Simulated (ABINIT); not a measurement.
# Al (Fm-3m) in ABINIT: notebook

One crystal, Al, is run at these levels: TB-mBJ, SOGGA; tasks: band structure, equation of state.

Everything below comes from runs of ABINIT 10.8.3 (patched build). Logs are shortened: lines on timing, memory, paths and dates and some standing lists are left out, and cuts for length are marked. The log counts tension as positive stress, the text compression.

**Measured values to compare with.**

From “The interpretation of polycrystalline coherent inelastic neutron scattering from aluminium”, 2013, pmc:3831299, for a bulk crystal of Al: bulk modulus 76.9 GPa.

How close the calculation comes is told below.

## (1) The crystal as given

Symmetry: Fm-3m, No. 225, cubic system. The conventional cell has a = 4.050 Å, b = 4.050 Å, c = 4.050 Å, α = 90.00°, β = 90.00°, γ = 90.00°. Around Al (site symmetry m-3m) lie 12 Al at 2.86 Å.

## (2) Band structure, TB-mBJ

File run.abi:

```
# Datasets: ground state, then fixed potential
ndtset 2

# Pseudopotentials
pp_dirpath "./"
pseudos "Al.hgh"

# Structure
acell 5.4112434042 5.4112434042 5.4112434042
rprim
     0.0000000000     0.7071067812     0.7071067812
     0.7071067812     0.0000000000     0.7071067812
     0.7071067812     0.7071067812     0.0000000000
ntypat 1
znucl 13
natom 1
typat 1
xcart
     0.0000000000     0.0000000000     0.0000000000 Angstrom

# Plane-wave basis
ecut 22.0

# Exchange and correlation
ixc -208012
usekden 1

# Bands and occupations
occopt 3
tsmear 0.05 eV

# SCF cycle
nstep 100
diemix 0.3
optforces 0
optstress 0

# Output
iomode 3
prtwf 0
prteig 0
prtebands 0
enunit 1
prtden1 1
prtkden1 1
prtvha1 1
prtvclmb1 1
prtpot1 1
prtelf1 1

# Dataset 1
kptopt1 1
ngkpt1 11 11 11
nshiftk1 1
shiftk1 0.0 0.0 0.0
nband1 6
tolvrs1 1.0e-9

# Dataset 2: bands along G-X-W-K-G-L-U-W-L-K
iscf2 -2
getden2 1
getkden2 1
nband2 10
nbdbuf2 2
tolwfr2 1.0e-12
kptopt2 -9
ndivsm2 6
prteig2 1
prtvol2 -3
kptbounds2
     0.0000000000     0.0000000000     0.0000000000
     0.5000000000     0.0000000000     0.5000000000
     0.5000000000     0.2500000000     0.7500000000
     0.3750000000     0.3750000000     0.7500000000
     0.0000000000     0.0000000000     0.0000000000
     0.5000000000     0.5000000000     0.5000000000
     0.6250000000     0.2500000000     0.6250000000
     0.5000000000     0.2500000000     0.7500000000
     0.5000000000     0.5000000000     0.5000000000
     0.3750000000     0.3750000000     0.7500000000
```

Potentials or basis: HGH LDA.

Run with:

```bash
> abinit run.abi > log 2>&1
```

run.abo:

```text
.Version 10.8.3 of ABINIT
 DATASET    1 : space group Fm -3 m (#225); Bravais cF (face-center cubic)
================================================================================
 Values of the parameters that define the memory need for DATASET  1.
     intxc =       0    ionmov =       0      iscf =       7    lmnmax =       3
     lnmax =       3     mgfft =      24  mpssoang =       2    mqgrid =    3001
     natom =       1  nloc_mem =       1    nspden =       1   nspinor =       1
    nsppol =       1      nsym =      48    n1xccc =       0    ntypat =       1
    occopt =       3   xclevel =       2
       mpw =         564          nfft =       13824          nkpt =          56
================================================================================
================================================================================

 DATASET    2 : space group Fm -3 m (#225); Bravais cF (face-center cubic)
================================================================================
 Values of the parameters that define the memory need for DATASET  2.
     intxc =       0    ionmov =       0      iscf =      -2    lmnmax =       3
     lnmax =       3     mgfft =      24  mpssoang =       2    mqgrid =    3001
     natom =       1  nloc_mem =       1    nspden =       1   nspinor =       1
    nsppol =       1      nsym =      48    n1xccc =       0    ntypat =       1
    occopt =       3   xclevel =       2
       mpw =         564          nfft =       13824          nkpt =         103
================================================================================
================================================================================

--------------------------------------------------------------------------------
------------- Echo of variables that govern the present computation ------------
--------------------------------------------------------------------------------
 -outvars: echo values of preprocessed input variables --------
            acell      5.4112434042E+00  5.4112434042E+00  5.4112434042E+00 Bohr
              amu      2.69815390E+01
           diemix      3.00000000E-01
             ecut      2.20000000E+01 Hartree
           enunit           1
           getden1          0
           getden2          1
          getkden1          0
          getkden2          1
             iscf1          7
             iscf2         -2
              ixc     -208012
           jdtset        1    2
           kptopt1          1
           kptopt2         -9
         kptrlatt       11    0    0      0   11    0      0    0   11
          kptrlen1     5.95236774E+01
          kptrlen2     3.00000000E+01
            natom           1
            nband1          6
            nband2         10
           nbdbuf1          0
           nbdbuf2          2
           ndtset           2
           ndivsm1          0
           ndivsm2          6
            ngfft          24      24      24
             nkpt1         56
             nkpt2        103
            nstep         100
             nsym          48
           ntypat           1
           occopt           3
        optforces           0
        optstress           0
        prtebands           0
           prteig1          0
           prteig2          1
           prtelf1          1
           prtelf2          0
          prtkden           1
           prtpot1          1
           prtpot2          0
         prtvclmb1          1
         prtvclmb2          0
           prtvha1          1
           prtvha2          0
           prtvol1          0
           prtvol2         -3
            prtwf           0
            rprim      0.0000000000E+00  7.0710678120E-01  7.0710678120E-01
                       7.0710678120E-01  0.0000000000E+00  7.0710678120E-01
                       7.0710678120E-01  7.0710678120E-01  0.0000000000E+00
           shiftk1     0.00000000E+00  0.00000000E+00  0.00000000E+00
           shiftk2     5.00000000E-01  5.00000000E-01  5.00000000E-01
          spgroup         225
           tolvrs1     1.00000000E-09
           tolvrs2     0.00000000E+00
           tolwfr1     0.00000000E+00
           tolwfr2     1.00000000E-12
           tsmear      1.83746611E-03 Hartree
            typat      1
          usekden           1
            znucl       13.00000

================================================================================

 chkinp: Checking input parameters for consistency, jdtset=   1.

 chkinp: Checking input parameters for consistency, jdtset=   2.

[... 138 lines left out ...]
...

================================================================================
== DATASET  2 ==================================================================

--- !DatasetInfo
iteration_state: {dtset: 2, }
dimensions: {natom: 1, nkpt: 103, mband: 10, nsppol: 1, nspinor: 1, nspden: 1, mpw: 564, }
cutoff_energies: {ecut:  22.0, pawecutdg:  -1.0, }
electrons: {nelect:   3.00000000E+00, charge:   0.00000000E+00, occopt:   3.00000000E+00, tsmear:   1.83746611E-03, }
meta: {optdriver: 0, ionmov: 0, optcell: 0, iscf: -2, paral_kgb: 0, }
...

 mkfilename : getden/=0, take file _DEN from output of DATASET   1.

 mkfilename : getkden/=0, take file _KDEN from output of DATASET   1.

 Real(R)+Recip(G) space primitive vectors, cartesian coordinates (Bohr,Bohr^-1):
 R(1)=  0.0000000  3.8263269  3.8263269  G(1)= -0.1306736  0.1306736  0.1306736
 R(2)=  3.8263269  0.0000000  3.8263269  G(2)=  0.1306736 -0.1306736  0.1306736
 R(3)=  3.8263269  3.8263269  0.0000000  G(3)=  0.1306736  0.1306736 -0.1306736
 Unit cell volume ucvol=  1.1204080E+02 bohr^3
 Angles (23,13,12)=  6.00000000E+01  6.00000000E+01  6.00000000E+01 degrees

 getcut: wavevector=  0.0000  0.0000  0.0000  ngfft=  24  24  24
         ecut(hartree)=     22.000   => boxcut(ratio)=   2.10057
--------------------------------------------------------------------------------

================================================================================
 Non-SCF case, kpt    1 (  0.00000  0.00000  0.00000), residuals and eigenvalues=
  2.23E-13  5.82E-13  8.83E-13  6.15E-13  8.16E-14  5.25E-13  1.81E-13  1.02E-13
  4.80E-10  5.80E-09
 -4.9123E-02  8.2536E-01  8.2536E-01  8.2536E-01  8.8132E-01  8.8132E-01
  8.8132E-01  9.4903E-01  1.0833E+00  1.0833E+00
 Non-SCF case, kpt    2 (  0.02941  0.00000  0.02941), residuals and eigenvalues=
  1.07E-13  2.03E-13  5.00E-13  8.30E-13  1.93E-13  1.57E-13  9.09E-13  6.10E-13
  9.56E-09  1.01E-07
 -4.7979E-02  8.1087E-01  8.1087E-01  8.1506E-01  8.7847E-01  8.9750E-01
  8.9750E-01  9.6163E-01  1.0660E+00  1.0844E+00
 Non-SCF case, kpt    3 (  0.05882  0.00000  0.05882), residuals and eigenvalues=
  1.56E-13  2.71E-13  2.82E-13  7.12E-13  4.23E-13  2.22E-13  3.00E-13  9.62E-13
  9.10E-14  1.81E-10
 -4.4547E-02  7.8498E-01  7.8498E-01  7.9173E-01  8.7039E-01  9.2839E-01
[... 487 lines left out ...]
  3.06E-13  2.23E-13  4.62E-13  3.29E-13  5.72E-13  3.91E-13  3.47E-13  2.97E-13
  4.21E-13  5.25E-11
  2.6173E-01  2.7447E-01  4.0741E-01  6.2133E-01  6.8371E-01  1.0062E+00
  1.0802E+00  1.1602E+00  1.1899E+00  1.3246E+00
 Non-SCF case, kpt  102 (  0.38750  0.38750  0.72500), residuals and eigenvalues=
  5.53E-13  6.92E-13  4.34E-13  2.46E-13  6.34E-13  2.93E-13  7.83E-13  6.11E-13
  5.63E-13  3.51E-10
  2.7958E-01  2.9090E-01  3.7060E-01  6.1090E-01  6.7187E-01  9.7164E-01
  1.1255E+00  1.1805E+00  1.1870E+00  1.3529E+00
 Non-SCF case, kpt  103 (  0.37500  0.37500  0.75000), residuals and eigenvalues=
  6.69E-13  3.08E-13  6.36E-13  3.21E-13  8.96E-13  2.53E-13  1.89E-13  3.53E-13
  7.60E-13  2.06E-12
  2.8686E-01  3.0816E-01  3.5014E-01  6.0262E-01  6.6218E-01  9.3771E-01
  1.1667E+00  1.1781E+00  1.2089E+00  1.3737E+00

Result for kinetic energy density :

--------------------------------------------------------------------------------
 Total kinetic energy density [Ha/Bohr^3]
)     Maximum=    2.2112E-02  at reduced coord.    0.0833    0.9167    0.9167
)     Minimum=    5.7285E-03  at reduced coord.    0.0000    0.0000    0.0000
   Integrated=    8.7386E-01
--------------------------------------------------------------------------------

--- !ResultsGS
iteration_state: {dtset: 2, }
comment   : Summary of ground state results
lattice_vectors:
- [  0.0000000,   3.8263269,   3.8263269, ]
- [  3.8263269,   0.0000000,   3.8263269, ]
- [  3.8263269,   3.8263269,   0.0000000, ]
lattice_lengths: [   5.41124,    5.41124,    5.41124, ]
lattice_angles: [ 60.000,  60.000,  60.000, ] # degrees, (23, 13, 12)
lattice_volume:   1.1204080E+02
convergence: {deltae:  0.000E+00, res2:  0.000E+00, residm:  9.941E-13, diffor:  0.000E+00, }
etotal    :  -1.42772143E+00
entropy   :   0.00000000E+00
fermie    :   3.60092581E-01
cartesian_stress_tensor: null
pressure_GPa: null
xred      :
- [  0.0000E+00,   0.0000E+00,   0.0000E+00, Al]
cartesian_forces: null
force_length_stats: {min: null, max: null, mean: null, }
...

 Integrated electronic density in atomic spheres:
 ------------------------------------------------
 Atom  Sphere_radius  Integrated_density
    1        2.00000          0.83316294
================================================================================

 ----iterations are completed or convergence reached----

 Mean square residual over all n,k,spin=   39.965E-14; max=  99.412E-14
 reduced coordinates (array xred) for    1 atoms
       0.000000000000      0.000000000000      0.000000000000

 cartesian coordinates (angstrom) at end:
    1      0.00000000000000     0.00000000000000     0.00000000000000
 length scales=  5.411243404200  5.411243404200  5.411243404200 bohr
              =  2.863506690209  2.863506690209  2.863506690209 angstroms
 Eigenvalues (   eV  ) for nkpt= 103  k points:
 kpt#   1, nband= 10, wtk=  1.00000, kpt=  0.0000  0.0000  0.0000 (reduced coord)
  -1.33671   22.45931   22.45931   22.45931   23.98206   23.98206   23.98206   25.82452
  29.47819   29.47819
 kpt#   2, nband= 10, wtk=  1.00000, kpt=  0.0294  0.0000  0.0294 (reduced coord)
  -1.30558   22.06481   22.06481   22.17895   23.90439   24.42231   24.42231   26.16732
  29.00658   29.50742
 kpt#   3, nband= 10, wtk=  1.00000, kpt=  0.0588  0.0000  0.0588 (reduced coord)
  -1.21219   21.36045   21.36045   21.54406   23.68453   25.26277   25.26277   26.98953
  27.84774   29.59503
 kpt#   4, nband= 10, wtk=  1.00000, kpt=  0.0882  0.0000  0.0882 (reduced coord)
  -1.05668   20.63079   20.63079   20.79794   23.35434   26.21493   26.21493   26.40376
  28.04771   29.74076
 kpt#   5, nband= 10, wtk=  1.00000, kpt=  0.1176  0.0000  0.1176 (reduced coord)
  -0.83919   19.92938   19.92938   20.04175   22.95081   24.87281   27.21918   27.21918
  29.24057   29.94419
 kpt#   6, nband= 10, wtk=  1.00000, kpt=  0.1471  0.0000  0.1471 (reduced coord)
  -0.55997   19.27076   19.27076   19.31356   22.50633   23.32396   28.25130   28.25130
[... 278 lines left out ...]
   6.25175    6.62673   13.47567   17.65109   19.41575   27.04326   28.75403   30.46139
  33.02678   33.22299
 kpt# 100, nband= 10, wtk=  1.00000, kpt=  0.4125  0.4125  0.6750 (reduced coord)
   6.65937    7.02758   12.23925   17.24986   18.98341   28.19455   28.26958   30.82681
  32.68159   34.81343
 kpt# 101, nband= 10, wtk=  1.00000, kpt=  0.4000  0.4000  0.7000 (reduced coord)
   7.12215    7.46873   11.08633   16.90731   18.60466   27.38081   29.39334   31.57114
  32.37768   36.04547
 kpt# 102, nband= 10, wtk=  1.00000, kpt=  0.3875  0.3875  0.7250 (reduced coord)
   7.60783    7.91584   10.08443   16.62344   18.28260   26.43975   30.62713   32.12279
  32.29901   36.81409
 kpt# 103, nband= 10, wtk=  1.00000, kpt=  0.3750  0.3750  0.7500 (reduced coord)
   7.80581    8.38551    9.52772   16.39820   18.01874   25.51627   31.74807   32.05725
  32.89577   37.38087

== END DATASET(S) ==============================================================
================================================================================

 -outvars: echo values of variables after computation  --------
            acell      5.4112434042E+00  5.4112434042E+00  5.4112434042E+00 Bohr
           etotal1    -1.4277214317E+00
            fcart1     9.9999999999E+99  9.9999999999E+99  9.9999999999E+99
            rprim      0.0000000000E+00  7.0710678120E-01  7.0710678120E-01
                       7.0710678120E-01  0.0000000000E+00  7.0710678120E-01
                       7.0710678120E-01  7.0710678120E-01  0.0000000000E+00
           strten1     9.9999999999E+99  9.9999999999E+99  9.9999999999E+99
                       9.9999999999E+99  9.9999999999E+99  9.9999999999E+99
 Calculation completed.
```

Wall time 45 s (1 thread of Arm Neoverse V1, shared host); peak memory 0.1 GiB.

What came out:

| Item | Value |
| --- | --- |
| Band gap on the k mesh | none (metal or under the smearing width) |
| Valence electrons inside the program's atomic spheres | Al 0.83 (radii [1.0584] Å) |

Levels at the corners of the path, in eV from the Fermi level:
| point | band 1 | band 2 | band 3 | band 4 | band 5 | band 6 |
| --- | --- | --- | --- | --- | --- | --- |
| Γ | -11.14 | 12.66 | 12.66 | 12.66 | 14.18 | 14.18 |
| X | -3.04 | -1.50 | 5.13 | 5.62 | 5.62 | 9.24 |
| W | -0.94 | -0.94 | 0.16 | 1.31 | 15.80 | 15.80 |
| K | -1.99 | -1.41 | -0.27 | 6.60 | 8.22 | 15.72 |
| Γ | -11.14 | 12.66 | 12.66 | 12.66 | 14.18 | 14.18 |
| L | -4.69 | -4.33 | 11.47 | 11.47 | 11.52 | 11.52 |
| U | -1.99 | -1.41 | -0.27 | 6.60 | 8.22 | 15.72 |
| W | -0.94 | -0.94 | 0.16 | 1.31 | 15.80 | 15.80 |
| L | -4.69 | -4.33 | 11.47 | 11.47 | 11.52 | 11.52 |
| K | -1.99 | -1.41 | -0.27 | 6.60 | 8.22 | 15.72 |

Caveat: the constant c of TB-mBJ comes from the pseudo density here, which moves gaps by up to 0.3 eV between sets of potentials; the potentials were made for another functional, which shifts forces and pressure; HGH potentials are hard and often keep d shells in the core, so these values are rough.

## (3) Equation of state, SOGGA

File run.abi:

```
ndtset 7
getwfk -1
scalecart1 3*0.9795861087
scalecart2 3*0.9864848297
scalecart3 3*0.9932883884
scalecart4 3*1.0000000000
scalecart5 3*1.0066227096
scalecart6 3*1.0131594038
scalecart7 3*1.0196128224

pp_dirpath "./"
pseudos "Al.upf"

acell 5.4112434042 5.4112434042 5.4112434042
rprim
     0.0000000000     0.7071067812     0.7071067812
     0.7071067812     0.0000000000     0.7071067812
     0.7071067812     0.7071067812     0.0000000000
ntypat 1
znucl 13
natom 1
typat 1
xred
     0.0000000000     0.0000000000     0.0000000000

ecut 20.0

kptopt 1
ngkpt 11 11 11
nshiftk 1
shiftk 0.0 0.0 0.0

ixc -150130

nband 6
occopt 3
tsmear 0.00183747

nstep 100
tolvrs 1.0e-10

iomode 3
prtwf 1
prtden 0
prteig 0
prtebands 0
```

Potentials or basis: PseudoDojo NC SR PBEsol v0.4.1 standard.

Run with:

```bash
> abinit run.abi > log 2>&1
```

Run time: 21 s. Hardware: 1 thread of Arm Neoverse V1, shared host; peak memory 0.1 GiB.

The run converged. Its results:

* Equilibrium volume: 15.96 Å³/atom
* Bulk modulus: 89 GPa
* Pressure derivative of the bulk modulus: 4.4

Energy against volume, from the lowest point:
| volume (Å³/atom) | energy (meV/atom) |
| --- | --- |
| 15.607 | 2.20 |
| 15.939 | 0.00 |
| 16.271 | 1.67 |
| 16.603 | 6.81 |
| 16.935 | 15.05 |
| 17.267 | 26.07 |
| 17.599 | 39.55 |

Caveat: pressures at fixed basis lie under the slope of the energies; the potentials were made for another functional, which shifts forces and pressure.

## (4) For comparison

An earlier run on the cell as given: functional PBE; potentials or basis JTH PAW PBE v2.0; cutoff 544 eV; k mesh 11 × 11 × 11; occupations fermi-dirac, width 0.05 eV; no spin polarisation.

- Pressure: -0.6 GPa
- Band gap on the k mesh: none (metal or under the smearing width)
- Valence electrons inside the program's atomic spheres: Al 0.73 (radii [1.0074] Å)

## (5) Against experiment

Step 3. Measured bulk modulus of Al: 76.9 GPa (quoted in “The interpretation of polycrystalline coherent inelastic neutron scattering from aluminium”, 2013, pmc:3831299). This calculation gives 89 GPa (+16.1 %). The fit is for a static lattice scaled at fixed shape and fixed fractional positions.
